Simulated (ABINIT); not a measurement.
An input for ABINIT 10.8.3 (BN (Qingsongite)):

```
acell 3*1.0 Angstrom
rprim 
  -0.000000000000 1.807500000000 1.807500000000
  1.807500000000 0.000000000000 1.807500000000
  1.807500000000 1.807500000000 -0.000000000000
ntypat 2
znucl 5 7
natom 2
typat 1 2
xred 
  0.000000000000 0.000000000000 0.000000000000
  0.250000000000 0.250000000000 0.250000000000
pp_dirpath "pseudos"
pseudos "B.upf, N.upf"
ecut 36
ngkpt 6 6 6
nshiftk 1
shiftk 0 0 0
kptopt 1
chksymbreak 0
istwfk *1
occopt 1
irdwfk 1
optdriver 4
nband 58
gwcalctyp 28
ecutsigx 36
symsigma 0
nkptgw 16
kptgw 
  0.0000000000 0.0000000000 0.0000000000
  0.1666666667 0.0000000000 0.0000000000
  0.3333333333 0.0000000000 0.0000000000
  0.5000000000 0.0000000000 0.0000000000
  0.1666666667 0.1666666667 0.0000000000
  0.3333333333 0.1666666667 0.0000000000
  0.5000000000 0.1666666667 0.0000000000
  -0.3333333333 0.1666666667 0.0000000000
  -0.1666666667 0.1666666667 0.0000000000
  0.3333333333 0.3333333333 0.0000000000
  0.5000000000 0.3333333333 0.0000000000
  -0.3333333333 0.3333333333 0.0000000000
  0.5000000000 0.5000000000 0.0000000000
  0.5000000000 0.3333333333 0.1666666667
  -0.3333333333 0.3333333333 0.1666666667
  -0.3333333333 0.5000000000 0.1666666667
bdgw 
  1 14
  1 14
  1 14
  1 14
  1 14
  1 14
  1 14
  1 14
  1 14
  1 14
  1 14
  1 14
  1 14
  1 14
  1 14
  1 14
ecuteps 8
irdscr 1
ppmodel 1
irdqps 1
rhoqpmix 0.3
indata_prefix "in"
outdata_prefix "out"
tmpdata_prefix "tmp"
```

```sh
OMP_NUM_THREADS=1 mpirun -n 4 abinit run.abi > log
```

**Question.** How long will it take on 4 MPI ranks of Arm Neoverse V2, shared host, and how much memory?

It took 70 s; on shared hardware allow 35 s to 2.3 min. Peak host memory was 0.64 GiB.

[Long decimals in the printed logs are rounded to 6 places.]

[Logs are printed without paths, hosts, clocks, repeated set-up lines and the standing remarks that a program may print on its own settings, such as how far it seeks lower states.]

[Paths, hosts, dates, memory and timing lines, banners, echoed tables and standing remarks are left out of the program output; an Ansatz launch command may be rebuilt from the run's recorded settings. Measured values are a selection of at most five: reports struck by readers or far from the other reports are left out. None is set beside runs whose start may be inverted or whose files or cutoffs have a known fault.]

[Runs of the session that timed out or met a known fault of the program may be left out.]

[Hosts, paths, dates, database ids (printed as entryN), source tags and the programs' standing remarks are cut or masked in the printed files.]

[G0W0 gaps are taken among the corrected bands and points alone; a level outside them can change the order at an edge.]

[Where Ansatz stands beside ABINIT at settings called matched, ABINIT's density can come from a denser mesh and the files from another edition; pairs whose starting gaps differed by over 0.03 eV were left out, so agreement reads better than it is.]
